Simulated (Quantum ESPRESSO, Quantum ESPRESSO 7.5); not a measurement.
**BeS, zinc blende or diamond type, strained in the (001) plane, stepped through biaxial strain in the plane**

What law, if any, do the results for BeS, zinc blende or diamond type, strained in the (001) plane follow against biaxial strain in the plane?

Method: plane-wave DFT, PBE, GBRV ultrasoft pseudopotentials, in Quantum ESPRESSO 7.5.

Most raw output is cut from this account.

The structure was built from a prototype and need not be the compound's stable phase.

**1. The structure**

It takes space group F-43m (No. 216, cubic). The conventional cell has a = 4.870 Å, b = 4.870 Å, c = 4.870 Å, α = 90.00°, β = 90.00°, γ = 90.00°. Nearest to Be lie 4 S at 2.11 Å. Nearest to S lie 4 Be at 2.11 Å. Farther neighbours and most contacts between anions are not listed.

Set-up: The cubic cell is relaxed first; each member is held at its strain in the plane while the axis along [001] relaxes. pwcond (ikind = 0) gives the complex bands along [001] at three points across. Fixed occupations.

Members -2, -1, 0, 1 and 2 took the same steps and show in the table alone.

**2. Relaxing cell and ions of the reference**

The bulk crystal is relaxed in cell and atoms; the members are built on its lattice constants.

ref.vc.in reads:

```
&control
  prefix = 'ref.vc'
  outdir = './out'
  pseudo_dir = './pseudo'
  nstep = 40
  forc_conv_thr = 0.001
  calculation = 'vc-relax'
/
&system
  ibrav = 0
  nat = 4
  ntyp = 2
  ecutwfc = 50
  ecutrho = 250
  occupations = 'fixed'
/
&electrons
  conv_thr = 1e-10
  mixing_beta = 0.6
  electron_maxstep = 120
/
&ions
/
&cell
  press_conv_thr = 0.2
/
ATOMIC_SPECIES
  Be  9.0122  be_pbe_v1.4.uspp.F.UPF
  S   32.0600  s_pbe_v1.4.uspp.F.UPF
CELL_PARAMETERS angstrom
  3.44361002437849 0.00000000000000 0.00000000000000
  0.00000000000000 3.44361002437849 0.00000000000000
  0.00000000000000 0.00000000000000 4.87000000000000
ATOMIC_POSITIONS crystal
  Be  0.000000000000 0.000000000000 0.000000000000
  S   0.500000000000 0.000000000000 0.250000000000
  Be  0.500000000000 0.500000000000 0.500000000000
  S   0.000000000000 0.500000000000 0.750000000000
K_POINTS automatic
  8 8 6 0 0 0
```

Started as:

```
$ OMP_NUM_THREADS=1 mpirun -n 4 pw.x -nk 4 -in ref.vc.in > ref.vc.out
```

Wall time 64 s (4 MPI ranks of Intel Xeon Platinum 8488C (Sapphire Rapids), shared host); peak memory 0.38 GiB; 4.2 min of CPU time.

Step by step:

| step | energy less that of the first step (eV) | largest force (eV/Å) | volume (Å³) |
| --- | --- | --- | --- |
| 1 | 0.0000 | 0.0000 | 57.75 |
| 2 | -0.0003 | 0.0000 | 57.88 |
| 3 | -0.0004 | 0.0000 | 58.02 |
| 4 | -0.0004 | 0.0000 | 58.02 |

| conventional cell, symmetrised | before | after | change |
| --- | --- | --- | --- |
| a (Å) | 4.870 | 4.878 | +0.2 % |
| b (Å) | 4.870 | 4.878 | +0.2 % |
| c (Å) | 4.870 | 4.878 | +0.2 % |
| volume (Å³/atom) | 14.44 | 14.51 | +0.5 % |

The relaxed structure:

```xyz
4
Lattice="3.4490 0.0000 0.0000 0.0000 3.4490 0.0000 0.0000 0.0000 4.8775" Properties=species:S:1:pos:R:3 pbc="T T T"
Be    0.0000    0.0000    0.0000
S     1.7245    0.0000    1.2194
Be    1.7245    1.7245    2.4388
S     0.0000    1.7245    3.6582
```

 The last row is no step: it is a fresh SCF in the final cell with a new plane-wave basis, -0 meV from the row before.

This step gave:

* free energy: -1428.6549 eV
* valence top, on the run's zero: 5.311 eV

**3. Relaxing cell and ions, -4 %**

What the set-up leaves free in this member is relaxed.

m0.relax.in reads:

```
&control
  prefix = 'm0.relax'
  outdir = './out'
  pseudo_dir = './pseudo'
  nstep = 40
  forc_conv_thr = 0.001
  calculation = 'vc-relax'
/
&system
  ibrav = 0
  nat = 4
  ntyp = 2
  ecutwfc = 50
  ecutrho = 250
  occupations = 'fixed'
/
&electrons
  conv_thr = 1e-10
  mixing_beta = 0.6
  electron_maxstep = 120
/
&ions
/
&cell
  cell_dofree = 'z'
  press_conv_thr = 0.3
/
ATOMIC_SPECIES
  Be  9.0122  be_pbe_v1.4.uspp.F.UPF
  S   32.0600  s_pbe_v1.4.uspp.F.UPF
CELL_PARAMETERS angstrom
  3.31104883008000 0.00000000000000 0.00000000000000
  0.00000000000000 3.31104883008000 0.00000000000000
  0.00000000000000 0.00000000000000 4.87754395200000
ATOMIC_POSITIONS crystal
  Be  0.000000000000 0.000000000000 0.000000000000
  S   0.500000000000 0.000000000000 0.249999986900
  Be  0.500000000000 0.500000000000 0.500000000000
  S   0.000000000000 0.500000000000 0.750000013100
K_POINTS automatic
  8 8 6 0 0 0
```

Started as:

```
$ OMP_NUM_THREADS=1 mpirun -n 4 pw.x -nk 4 -in m0.relax.in > m0.relax.out
```

It took 56 s on 4 MPI ranks; peak memory 0.37 GiB.

Step by step:

| step | energy less that of the first step (eV) | largest force (eV/Å) | volume (Å³) |
| --- | --- | --- | --- |
| 1 | 0.0000 | 0.0000 | 53.47 |
| 2 | -0.0162 | 0.0000 | 54.01 |
| 3 | -0.0282 | 0.0000 | 54.81 |
| 4 | -0.0290 | 0.0000 | 55.07 |
| 5 | -0.0291 | 0.0000 | 55.07 |

| conventional cell, symmetrised | before | after | change |
| --- | --- | --- | --- |
| a (Å) | 3.311 | 3.311 | -0.0 % |
| b (Å) | 3.311 | 3.311 | -0.0 % |
| c (Å) | 4.878 | 5.023 | +3.0 % |
| volume (Å³/atom) | 13.37 | 13.77 | +3.0 % |

The relaxed structure:

```xyz
4
Lattice="3.3110 0.0000 0.0000 0.0000 3.3110 0.0000 0.0000 0.0000 5.0232" Properties=species:S:1:pos:R:3 pbc="T T T"
Be    0.0000    0.0000    0.0000
S     1.6555    0.0000    1.2558
Be    1.6555    1.6555    2.5116
S     0.0000    1.6555    3.7674
```

 The last row is no step: it is a fresh SCF in the final cell with a new plane-wave basis, -0 meV from the row before.

This step gave:

| Quantity | Value |
| --- | --- |
| free energy | -1428.5467 eV |
| valence top, on the run's zero | 6.081 eV |

**4. SCF with pw.x, -4 %**

The self-consistent run of this member.

m0.scf.in reads:

```
&control
  prefix = 'm0.scf'
  outdir = './out'
  pseudo_dir = './pseudo'
  calculation = 'scf'
  tprnfor = .true.
/
&system
  ibrav = 0
  nat = 4
  ntyp = 2
  ecutwfc = 40
  ecutrho = 200
  occupations = 'fixed'
  nbnd = 14
/
&electrons
  conv_thr = 1e-09
  mixing_beta = 0.6
  electron_maxstep = 120
/
ATOMIC_SPECIES
  Be  9.0122  be_pbe_v1.4.uspp.F.UPF
  S   32.0600  s_pbe_v1.4.uspp.F.UPF
CELL_PARAMETERS angstrom
  3.31104883000000 0.00000000000000 0.00000000000000
  0.00000000000000 3.31104883000000 0.00000000000000
  0.00000000000000 0.00000000000000 5.02317971500000
ATOMIC_POSITIONS crystal
  Be  0.000000000000 0.000000000000 0.000000000000
  S   0.500000000000 0.000000000000 0.249999995900
  Be  0.500000000000 0.500000000000 0.500000000000
  S   0.000000000000 0.500000000000 0.750000004100
K_POINTS automatic
  8 8 6 0 0 0
```

Started as:

```
$ OMP_NUM_THREADS=1 mpirun -n 4 pw.x -nk 4 -in m0.scf.in > m0.scf.out
```

The job ended after 8.7 s (4 MPI ranks; peak memory 0.31 GiB; 33 s of CPU time).

This step gave:

- free energy: -1428.5398 eV
- conduction bottom, on the run's zero: 8.786 eV
- gap by band count: 2.705 eV

**5. Complex band structure, -4 %**

pwcond with ikind = 0 solves for the decaying states at each energy.

m0.cbs.in reads:

```
&inputcond
  outdir = './out'
  prefixl = 'm0.scf'
  band_file = 'm0.cbs'
  ikind = 0
  ewind = 4.0
  epsproj = 1e-05
  nz1 = 7
  energy0 = 4.95
  denergy = -0.15
/
3
  0.00000000 0.00000000 1.00000000
  0.50000000 0.00000000 1.00000000
  0.50000000 0.50000000 1.00000000
41
```

Started as:

```
$ OMP_NUM_THREADS=1 mpirun -n 4 pwcond.x -in m0.cbs.in > m0.cbs.out
```

Run time: 99 s. Hardware: 4 MPI ranks; peak memory 0.27 GiB; 6.6 min of CPU time.

K across = (0, 0) in the cell's reciprocal vectors; values within 0.0025 1/Å of each other count once, columns are sorted by size at each energy, a dash where no further value was kept. The Im kz of the slowest decaying states by energy, zero at the highest filled level of the SCF mesh:

| energy (eV) | decay 1 (Å⁻¹) | decay 2 (Å⁻¹) | decay 3 (Å⁻¹) |
| --- | --- | --- | --- |
| -1.05 | 0.928 | 1.86 | 2.01 |
| -0.90 | 0.912 | 1.85 | 2.00 |
| -0.75 | 0.896 | 1.83 | 1.99 |
| -0.60 | 0.88 | 1.82 | 1.98 |
| -0.45 | 0.863 | 1.81 | 1.97 |
| -0.30 | 0.11 | 0.846 | 1.80 |
| -0.15 | 0.155 | 0.829 | 1.79 |
| 0.00 | 0.012 | 0.187 | 0.811 |
| 0.15 | 0.143 | 0.213 | 0.793 |
| 0.30 | 0.198 | 0.235 | 0.775 |
| 0.45 | 0.236 | 0.254 | 0.757 |
| 0.60 | 0.266 | 0.27 | 0.737 |
| 0.75 | 0.284 | 0.29 | 0.718 |
| 0.90 | 0.296 | 0.309 | 0.698 |
| 1.05 | 0.307 | 0.326 | 0.677 |
| 1.20 | 0.317 | 0.339 | 0.655 |
| 1.35 | 0.325 | 0.351 | 0.633 |
| 1.50 | 0.333 | 0.36 | 0.61 |
| 1.65 | 0.339 | 0.368 | 0.586 |
| 1.80 | 0.344 | 0.374 | 0.561 |
| 2.10 | 0.352 | 0.382 | 0.505 |
| 2.25 | 0.355 | 0.384 | 0.475 |
| 2.40 | 0.357 | 0.385 | 0.442 |
| 2.55 | 0.359 | 0.384 | 0.406 |
| 2.70 | 0.359 | 0.365 | 0.383 |
| 2.85 | 0.318 | 0.359 | 0.381 |
| 3.00 | 0.261 | 0.359 | 0.377 |
| 3.15 | 0.185 | 0.357 | 0.373 |
| 3.30 | 0.355 | 0.367 | 0.951 |
| 3.45 | 0.353 | 0.36 | 0.905 |
| 3.60 | 0.349 | 0.353 | 0.858 |
| 3.75 | 0.344 | 0.809 | 1.67 |
| 4.05 | 0.322 | 0.335 | 0.703 |
| 4.20 | 0.309 | 0.329 | 0.646 |
| 4.35 | 0.295 | 0.322 | 0.585 |
| 4.50 | 0.278 | 0.315 | 0.52 |
| 4.65 | 0.26 | 0.307 | 0.45 |
| 4.80 | 0.239 | 0.299 | 0.372 |
| 4.95 | 0.214 | 0.28 | 0.291 |

K across = (1/2, 0) in the cell's reciprocal vectors; values within 0.0025 1/Å of each other count once, columns are sorted by size at each energy, a dash where no further value was kept. Im kz of the slowest decaying states against energy, zero at the highest filled level of the SCF mesh:

| energy (eV) | decay 1 (Å⁻¹) | decay 2 (Å⁻¹) | decay 3 (Å⁻¹) |
| --- | --- | --- | --- |
| -1.05 | 0.208 | 0.458 | 1.60 |
| -0.90 | 0.231 | 1.58 | - |
| -0.60 | 0.269 | 0.569 | 1.55 |
| -0.45 | 0.284 | 0.636 | 1.53 |
| -0.15 | 0.309 | 0.712 | 1.50 |
| 0.00 | 0.319 | 0.735 | 1.48 |
| 0.15 | 0.328 | 0.753 | 1.47 |
| 0.45 | 0.342 | 0.776 | 1.43 |
| 0.60 | 0.348 | 0.784 | 1.41 |
| 0.75 | 0.353 | 0.789 | 1.40 |
| 1.05 | 0.361 | 0.794 | 1.36 |
| 1.20 | 0.363 | 0.795 | 1.34 |
| 1.50 | 0.366 | 0.792 | 1.30 |
| 1.65 | 0.366 | 0.79 | 1.29 |
| 1.80 | 0.366 | 0.786 | 1.27 |
| 2.10 | 0.363 | 0.776 | 1.23 |
| 2.25 | 0.361 | 0.77 | 1.21 |
| 2.40 | 0.357 | 0.764 | 1.19 |
| 2.70 | 0.349 | 0.749 | 1.15 |
| 2.85 | 0.343 | 0.74 | 1.12 |
| 3.15 | 0.33 | 0.721 | 1.08 |
| 3.30 | 0.322 | 0.71 | 1.06 |
| 3.45 | 0.312 | 0.699 | 1.03 |
| 3.75 | 0.29 | 0.675 | 0.986 |
| 3.90 | 0.277 | 0.661 | 0.961 |
| 4.05 | 0.263 | 0.648 | 0.935 |
| 4.35 | 0.227 | 0.617 | 0.88 |
| 4.50 | 0.204 | 0.601 | 0.851 |
| 4.80 | 0.144 | 0.566 | 0.789 |
| 4.95 | 0.096 | 0.547 | 0.754 |

K across = (1/2, 1/2) in the cell's reciprocal vectors; values within 0.0025 1/Å of each other count once, columns are sorted by size at each energy, a dash where no further value was kept. The Im kz of the slowest decaying states by energy, zero at the highest filled level of the SCF mesh:

| energy (eV) | decay 1 (Å⁻¹) | decay 2 (Å⁻¹) | decay 3 (Å⁻¹) |
| --- | --- | --- | --- |
| -1.05 | 0.397 | 0.478 | 2.36 |
| -0.90 | 0.398 | 0.484 | 2.35 |
| -0.60 | 0.397 | 0.493 | 2.33 |
| -0.45 | 0.395 | 0.496 | 2.33 |
| -0.15 | 0.388 | 0.499 | 2.31 |
| 0.00 | 0.384 | 0.5 | 2.3 |
| 0.15 | 0.378 | 0.499 | 2.29 |
| 0.45 | 0.365 | 0.496 | 2.27 |
| 0.60 | 0.356 | 0.494 | 2.26 |
| 0.75 | 0.348 | 0.491 | 2.25 |
| 1.05 | 0.327 | 0.483 | 2.24 |
| 1.20 | 0.315 | 0.478 | 2.23 |
| 1.50 | 0.287 | 0.466 | 2.21 |
| 1.65 | 0.271 | 0.459 | 2.20 |
| 1.80 | 0.253 | 0.451 | 2.19 |
| 2.10 | 0.211 | 0.434 | 2.17 |
| 2.25 | 0.184 | 0.424 | 2.16 |
| 2.40 | 0.152 | 0.413 | 2.15 |
| 2.70 | 0.019 | 0.39 | 2.13 |
| 2.85 | 0.376 | 2.13 | 2.15 |
| 3.15 | 0.346 | 2.11 | 2.13 |
| 3.30 | 0.329 | 2.10 | 2.12 |
| 3.45 | 0.311 | 2.09 | 2.11 |
| 3.75 | 0.268 | 2.07 | 2.08 |
| 3.90 | 0.243 | 2.06 | 2.08 |
| 4.05 | 0.214 | 2.05 | 2.06 |
| 4.35 | 0.134 | 2.03 | 2.04 |
| 4.50 | 0.059 | 2.02 | 2.03 |
| 4.80 | 2.00 | 2.01 | 2.07 |
| 4.95 | 1.99 | 2.00 | 2.06 |

**6. Variable-cell relaxation, -3 %**

m1.relax.in reads:

```
&control
  prefix = 'm1.relax'
  outdir = './out'
  pseudo_dir = './pseudo'
  nstep = 40
  forc_conv_thr = 0.001
  calculation = 'vc-relax'
/
&system
  ibrav = 0
  nat = 4
  ntyp = 2
  ecutwfc = 50
  ecutrho = 250
  occupations = 'fixed'
/
&electrons
  conv_thr = 1e-10
  mixing_beta = 0.6
  electron_maxstep = 120
/
&ions
/
&cell
  cell_dofree = 'z'
  press_conv_thr = 0.3
/
ATOMIC_SPECIES
  Be  9.0122  be_pbe_v1.4.uspp.F.UPF
  S   32.0600  s_pbe_v1.4.uspp.F.UPF
CELL_PARAMETERS angstrom
  3.34553892206000 0.00000000000000 0.00000000000000
  0.00000000000000 3.34553892206000 0.00000000000000
  0.00000000000000 0.00000000000000 4.87754395200000
ATOMIC_POSITIONS crystal
  Be  0.000000000000 0.000000000000 0.000000000000
  S   0.500000000000 0.000000000000 0.249999986900
  Be  0.500000000000 0.500000000000 0.500000000000
  S   0.000000000000 0.500000000000 0.750000013100
K_POINTS automatic
  8 8 6 0 0 0
```

Started as:

```
$ OMP_NUM_THREADS=1 mpirun -n 4 pw.x -nk 4 -in m1.relax.in > m1.relax.out
```

It took 67 s on 4 MPI ranks; peak memory 0.37 GiB.

Relaxation path:

| step | energy less that of the first step (eV) | largest force (eV/Å) | volume (Å³) |
| --- | --- | --- | --- |
| 1 | 0.0000 | 0.0000 | 54.59 |
| 2 | -0.0086 | 0.0000 | 54.98 |
| 3 | -0.0153 | 0.0000 | 55.57 |
| 4 | -0.0161 | 0.0000 | 55.82 |
| 5 | -0.0161 | 0.0000 | 55.82 |

| conventional cell, symmetrised | before | after | change |
| --- | --- | --- | --- |
| a (Å) | 3.346 | 3.346 | -0.0 % |
| b (Å) | 3.346 | 3.346 | -0.0 % |
| c (Å) | 4.878 | 4.988 | +2.3 % |
| volume (Å³/atom) | 13.65 | 13.96 | +2.3 % |

 The last row is no step: it is a fresh SCF in the final cell with a new plane-wave basis, -0 meV from the row before.

Numbers from this step:

| Item | Value |
| --- | --- |
| free energy | -1428.5955 eV |
| valence top, on the run's zero | 5.872 eV |

**7. Ground state, -3 %**

m1.scf.in reads:

```
&control
  prefix = 'm1.scf'
  outdir = './out'
  pseudo_dir = './pseudo'
  calculation = 'scf'
  tprnfor = .true.
/
&system
  ibrav = 0
  nat = 4
  ntyp = 2
  ecutwfc = 40
  ecutrho = 200
  occupations = 'fixed'
  nbnd = 14
/
&electrons
  conv_thr = 1e-09
  mixing_beta = 0.6
  electron_maxstep = 120
/
ATOMIC_SPECIES
  Be  9.0122  be_pbe_v1.4.uspp.F.UPF
  S   32.0600  s_pbe_v1.4.uspp.F.UPF
CELL_PARAMETERS angstrom
  3.34553892200000 0.00000000000000 0.00000000000000
  0.00000000000000 3.34553892200000 0.00000000000000
  0.00000000000000 0.00000000000000 4.98755910400000
ATOMIC_POSITIONS crystal
  Be  0.000000000000 0.000000000000 0.000000000000
  S   0.500000000000 0.000000000000 0.250000018000
  Be  0.500000000000 0.500000000000 0.500000000000
  S   0.000000000000 0.500000000000 0.749999982000
K_POINTS automatic
  8 8 6 0 0 0
```

Started as:

```
$ OMP_NUM_THREADS=1 mpirun -n 4 pw.x -nk 4 -in m1.scf.in > m1.scf.out
```

Wall time 11 s (4 MPI ranks); peak memory 0.31 GiB; 40 s of CPU time.

Numbers from this step:

```
free energy                          : -1428.5883 eV
valence top, on the run's zero       : 5.873 eV
conduction bottom, on the run's zero : 8.696 eV
gap by band count                    : 2.823 eV
```

**8. Complex bands with pwcond.x, -3 %**

m1.cbs.in is the input of step 5 with these lines changed:

```diff
@@ -2,4 +2,4 @@
   outdir = './out'
-  prefixl = 'm0.scf'
-  band_file = 'm0.cbs'
+  prefixl = 'm1.scf'
+  band_file = 'm1.cbs'
   ikind = 0
```

Started as:

```
$ OMP_NUM_THREADS=1 mpirun -n 4 pwcond.x -in m1.cbs.in > m1.cbs.out
```

Wall time 98 s (4 MPI ranks); peak memory 0.28 GiB.

K across = (0, 0) in the cell's reciprocal vectors; values within 0.0025 1/Å of each other count once, columns are sorted by size at each energy, a dash where no further value was kept. Table of Im kz of the slowest decaying states by energy, zero at the highest filled level of the SCF mesh:

| energy (eV) | decay 1 (Å⁻¹) | decay 2 (Å⁻¹) | decay 3 (Å⁻¹) |
| --- | --- | --- | --- |
| -1.05 | 0.909 | 1.86 | 1.98 |
| -0.90 | 0.893 | 1.85 | 1.97 |
| -0.60 | 0.861 | 1.82 | 1.95 |
| -0.45 | 0.845 | 1.81 | 1.94 |
| -0.15 | 0.12 | 0.811 | 1.79 |
| 0.00 | 0.01 | 0.162 | 0.794 |
| 0.15 | 0.144 | 0.193 | 0.776 |
| 0.45 | 0.237 | 0.74 | 1.72 |
| 0.60 | 0.257 | 0.268 | 0.721 |
| 0.75 | 0.273 | 0.292 | 0.702 |
| 1.05 | 0.298 | 0.328 | 0.662 |
| 1.20 | 0.309 | 0.342 | 0.64 |
| 1.50 | 0.326 | 0.364 | 0.595 |
| 1.65 | 0.332 | 0.371 | 0.571 |
| 1.80 | 0.338 | 0.378 | 0.546 |
| 2.10 | 0.347 | 0.386 | 0.491 |
| 2.25 | 0.35 | 0.388 | 0.46 |
| 2.40 | 0.353 | 0.389 | 0.427 |
| 2.70 | 0.349 | 0.355 | 0.388 |
| 2.85 | 0.3 | 0.355 | 0.386 |
| 3.15 | 0.157 | 0.353 | 0.378 |
| 3.30 | 0.351 | 0.373 | 0.915 |
| 3.45 | 0.349 | 0.366 | 0.87 |
| 3.75 | 0.341 | 0.35 | 0.774 |
| 3.90 | 0.336 | 0.34 | 0.722 |
| 4.05 | 0.329 | 0.668 | 1.62 |
| 4.35 | 0.302 | 0.317 | 0.551 |
| 4.50 | 0.286 | 0.309 | 0.486 |
| 4.80 | 0.247 | 0.292 | 0.335 |
| 4.95 | 0.223 | 0.238 | 0.282 |

**9. Variable-cell relaxation, 3 %**

m7.relax.in reads:

```
&control
  prefix = 'm7.relax'
  outdir = './out'
  pseudo_dir = './pseudo'
  nstep = 40
  forc_conv_thr = 0.001
  calculation = 'vc-relax'
/
&system
  ibrav = 0
  nat = 4
  ntyp = 2
  ecutwfc = 50
  ecutrho = 250
  occupations = 'fixed'
/
&electrons
  conv_thr = 1e-10
  mixing_beta = 0.6
  electron_maxstep = 120
/
&ions
/
&cell
  cell_dofree = 'z'
  press_conv_thr = 0.3
/
ATOMIC_SPECIES
  Be  9.0122  be_pbe_v1.4.uspp.F.UPF
  S   32.0600  s_pbe_v1.4.uspp.F.UPF
CELL_PARAMETERS angstrom
  3.55247947394000 0.00000000000000 0.00000000000000
  0.00000000000000 3.55247947394000 0.00000000000000
  0.00000000000000 0.00000000000000 4.87754395200000
ATOMIC_POSITIONS crystal
  Be  0.000000000000 0.000000000000 0.000000000000
  S   0.500000000000 0.000000000000 0.249999986900
  Be  0.500000000000 0.500000000000 0.500000000000
  S   0.000000000000 0.500000000000 0.750000013100
K_POINTS automatic
  8 8 6 0 0 0
```

Started as:

```
$ OMP_NUM_THREADS=1 mpirun -n 4 pw.x -nk 4 -in m7.relax.in > m7.relax.out
```

Elapsed: 76 s, on 4 MPI ranks; peak memory 0.39 GiB; 5 min of CPU time.

The steps of the relaxation:

| step | energy less that of the first step (eV) | largest force (eV/Å) | volume (Å³) |
| --- | --- | --- | --- |
| 1 | 0.0000 | 0.0000 | 61.56 |
| 2 | -0.0059 | 0.0000 | 61.22 |
| 3 | -0.0106 | 0.0000 | 60.86 |
| 4 | -0.0143 | 0.0000 | 60.31 |
| 5 | -0.0147 | 0.0000 | 60.09 |
| 6 | -0.0146 | 0.0020 | 60.09 |

| conventional cell, symmetrised | before | after | change |
| --- | --- | --- | --- |
| a (Å) | 3.552 | 3.552 | +0.0 % |
| b (Å) | 3.552 | 3.552 | +0.0 % |
| c (Å) | 4.878 | 4.761 | -2.4 % |
| volume (Å³/atom) | 15.39 | 15.02 | -2.4 % |

Final coordinates:

```cif
data_structure
_symmetry_space_group_name_H-M 'P 1'
_symmetry_Int_Tables_number 1
_cell_length_a 3.5525
_cell_length_b 3.5525
_cell_length_c 4.7611
_cell_angle_alpha 90.000
_cell_angle_beta 90.000
_cell_angle_gamma 90.000
_cell_volume 60.09
loop_
_atom_site_label
_atom_site_type_symbol
_atom_site_fract_x
_atom_site_fract_y
_atom_site_fract_z
_atom_site_occupancy
Be1 Be 0.00000 0.00000 0.00000 1
S2 S 0.50000 0.00000 0.25000 1
Be3 Be 0.50000 0.50000 0.50000 1
S4 S 0.00000 0.50000 0.75000 1
```

 The last row is no step: it is a fresh SCF in the final cell with a new plane-wave basis, +0 meV from the row before.

This step gave:

| Property | Result |
| --- | --- |
| free energy | -1428.6028 eV |
| valence top, on the run's zero | 5.087 eV |

**10. Ground state, 3 %**

m7.scf.in reads:

```
&control
  prefix = 'm7.scf'
  outdir = './out'
  pseudo_dir = './pseudo'
  calculation = 'scf'
  tprnfor = .true.
/
&system
  ibrav = 0
  nat = 4
  ntyp = 2
  ecutwfc = 40
  ecutrho = 200
  occupations = 'fixed'
  nbnd = 14
/
&electrons
  conv_thr = 1e-09
  mixing_beta = 0.6
  electron_maxstep = 120
/
ATOMIC_SPECIES
  Be  9.0122  be_pbe_v1.4.uspp.F.UPF
  S   32.0600  s_pbe_v1.4.uspp.F.UPF
CELL_PARAMETERS angstrom
  3.55247947400000 0.00000000000000 0.00000000000000
  0.00000000000000 3.55247947400000 0.00000000000000
  0.00000000000000 0.00000000000000 4.76108284600000
ATOMIC_POSITIONS crystal
  Be  0.000000000000 0.000000000000 0.000000000000
  S   0.500000000000 0.000000000000 0.250000000000
  Be  0.500000000000 0.500000000000 0.500000000000
  S   0.000000000000 0.500000000000 0.750000000000
K_POINTS automatic
  8 8 6 0 0 0
```

Started as:

```
$ OMP_NUM_THREADS=1 mpirun -n 4 pw.x -nk 4 -in m7.scf.in > m7.scf.out
```

Elapsed: 17 s, on 4 MPI ranks; peak memory 0.32 GiB.

This step gave:

```
free energy                          : -1428.5961 eV
conduction bottom, on the run's zero : 7.903 eV
gap by band count                    : 2.816 eV
```

(Part 1 of 2 ends here.)

[Logs are printed without paths, hosts, clocks, repeated set-up lines and the standing remarks that a program may print on its own settings, such as how far it seeks lower states.]

[Hosts, paths, dates, database ids (printed as entryN), source tags and the programs' standing remarks are cut or masked in the printed files.]

[Maps of the electrostatic potential energy from Ansatz leave out the sawtooth potential of an applied field or a dipole correction, so their vacuum need not be flat; planar profiles and work functions include it.]
